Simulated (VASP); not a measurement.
Crystal: ZnO (zincite).

```
Zn O
1.0
     3.23676    0.00000    0.00000
    -1.61838    2.80312    0.00000
     0.00000    0.00000    5.22386
Zn O
2 2
Cartesian
  0.0000 1.8687 2.6118
  1.6184 0.9344 5.2238
  1.6184 0.9344 1.9800
  0.0000 1.8687 4.5919
```

Base run:

* Program: VASP 6.6.1
* Functional: PBE-EpsX
* Potentials or basis: VASP PAW PBE potentials, release 64 (Zn, O)
* Cutoff: 520 eV
* k mesh: 6 × 6 × 3
* Occupations: gaussian, width 0.03 eV
* Spin: no spin polarisation

Its results: band gap on the k mesh 2.39 eV, direct; pressure 3.5 GPa; largest force 0.008 eV/Å.

Problem. The run is repeated on the same cell with these changes: functional from PBE-EpsX to HSE06. What comes out?

Solution. Band gap on the k mesh 2.50 eV, direct; pressure 2.3 GPa; largest force 0.012 eV/Å.

Caveats: the PAW data sets were made with another functional, which shifts forces and pressure a little.
